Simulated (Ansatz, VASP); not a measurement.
Given: the input of a run of Ansatz 0.2.0 on TaN.

The input input.yaml:

```yaml
crystal:
  lattice:
    - [2.73230769, 0.0, 0.0]
    - [0.0, 2.73230769, 0.0]
    - [0.0, 0.0, 2.73230769]
  atoms:
    - { symbol: Ta, position: [0.0, 0.0, 0.0] }
    - { symbol: "N", position: [0.5, 0.5, 0.5] }
hamiltonian:
  xc: pbesol
  pseudopotentials: { kind: paw }
  dispersion: d3bj
kpoints:
  mp_grid: { grid: [10, 10, 10] }
scf:
  occupations: { method: fermi_dirac, width: 0.05 }
output:
  forces: true
  stress: true
  eigenvalues: true
relax:
  f_tol: 0.01
  max_steps: 40
  cell: { stress_tol: 0.05 }
```

Potentials or basis: Ansatz PAW.

Launch:

```sh
$ ansatz run input.yaml --threads 2 --pin off --max-ram 5632MiB --backend cpu --events-out ev --progress --plain --runs-dir out
```

Translate it to VASP 6.6.1. Potentials there: VASP PAW PBE potentials, release 64 (Ta_pv, N).

As run (the cutoff follows the program's own potentials):

File INCAR:

```
PREC     = Accurate       # precision mode
ENCUT    = 600            # plane-wave cutoff, eV
EDIFF    = 1E-7           # SCF threshold, eV
ISMEAR   = -1             # smearing method
SIGMA    = 0.05           # smearing width, eV
LREAL    = F              # projectors in reciprocal space
LASPH    = T              # aspherical terms in the spheres
NELM     = 80             # most SCF steps
ALGO     = Normal         # electronic algorithm
ISIF     = 3              # what is computed and relaxed
LWAVE    = F              # write WAVECAR
LCHARG   = F              # write CHGCAR
GGA      = PS             # functional
IVDW     = 12             # dispersion correction
IBRION   = 2              # ionic algorithm
NSW      = 60             # ionic steps
EDIFFG   = -0.01          # ionic threshold
```

Contents of KPOINTS:

```
regular mesh
0
Gamma
  10 10 10
```

POSCAR

```
TaN
1.0
    2.7323076900      0.0000000000      0.0000000000
    0.0000000000      2.7323076900      0.0000000000
    0.0000000000      0.0000000000      2.7323076900
Ta N
1 1
Direct
    0.0000000000      0.0000000000      0.0000000000
    0.5000000000      0.5000000000      0.5000000000
```

Potentials or basis: VASP PAW PBE potentials, release 64 (Ta_pv, N).

Run with:

```sh
$ cat potpaw_PBE.64/Ta_pv/POTCAR potpaw_PBE.64/N/POTCAR > POTCAR
$ mpirun -np 1 vasp_std > vasp.out
```

Both were run:

|  | VASP | Ansatz | Ansatz less VASP |
| --- | --- | --- | --- |
| gap on the k mesh at the Fermi level, each at its own relaxed structure (eV) | none | none | - |
| relaxed volume (Å³/atom) | 9.86 | 9.84 | -0.027 |
| relaxed cell length with the largest relative difference (Å) | 2.702 | 2.699 | -0.0025 |
| energy change over the relaxation (meV/atom) | -12 | -14 | -1.9 |

A gap of «none» marks a metal or a gap that the smearing closes. The two sets of potentials don't hold the same shells in valence.

Caveats: pairwise dispersion overbinds metals, which lowers pressure and volume; the PAW data sets were made with another functional, which shifts forces and pressure a little (VASP); the plane-wave basis is chosen anew once the cell has moved, so the energies of steps on either side of that aren't comparable (Ansatz); the pressure holds a Pulay correction of +0.5 GPa for the finite cutoff (Ansatz); the PAW data sets come from PBE, with cores solved anew for the run's functional, which leaves a small shift of forces and pressure (Ansatz). The runs have no spin-orbit coupling, so splittings on Ta are missing.
